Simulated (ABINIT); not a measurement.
SrO:

```
Sr O
1.0
     0.00000    2.56630    2.56630
     2.56630    0.00000    2.56630
     2.56630    2.56630    0.00000
Sr O
1 1
Direct
  0.50000 0.50000 0.50000
  0.00000 0.00000 0.00000
```

Base run:

```yaml
Program: ABINIT 10.8.3 (patched build)
Functional: WC
Potentials_or_basis: JTH PAW PBE v2.0
Cutoff: 626 eV
k_mesh: 9 × 9 × 9
Occupations: fermi-dirac, width 0.05 eV
Spin: spin-orbit coupling, no magnetisation
```

Its results: band gap on the k mesh 3.25 eV, indirect (least direct gap 3.31 eV); pressure -0.9 GPa.

**Question.** The run is repeated on the same cell with these changes: functional from WC to rPW86PBE. What comes out?

**Answer.** Band gap on the k mesh 3.38 eV, indirect (least direct gap 3.44 eV); pressure 5.5 GPa.

Caveats: the PAW data sets were made with another functional, which shifts forces and pressure a little.

A k mesh can miss the band edges.
